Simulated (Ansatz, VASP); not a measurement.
## Se: VASP beside Ansatz

```
Se
1.0
     2.00044    1.15496    1.60579
    -2.00044    1.15496    1.60579
     0.00000   -2.30991    1.60579
Se
1
Direct
  0.00000 0.00000 0.00000
```

Alike in both runs: functional r2SCAN; k mesh 15 × 15 × 15; occupations gaussian, width 0.1 eV; no spin polarisation.

Ansatz relaxed the structure, and its values are those at the end. VASP's run is a single point on that final structure, the one shown.

|  | VASP | Ansatz |
| --- | --- | --- |
| version | VASP 6.6.1 | Ansatz 0.2.0 |
| potentials or method | VASP PAW PBE potentials, release 64 (Se) | scalar-relativistic, plane waves, PAW |
| plane-wave cutoff (eV) | 520 | 500 |
| valence electrons in the cell | 6 | 16 |

Ansatz gave:

| Item | Value |
| --- | --- |
| gap on the k mesh at the Fermi level (eV) | none |
| pressure (GPa) | 0.0 |

Q: Estimate VASP's values.

A: gap on the k mesh at the Fermi level (eV): none; pressure (GPa): -0.1.

A gap of «none» marks a metal or a gap that the smearing closes. The functional is the same, so the differences come from potentials, cutoffs and numerics. The two sets of potentials don't hold the same shells in valence.

Caveats: the PAW data sets were made with another functional, which shifts forces and pressure a little (VASP).
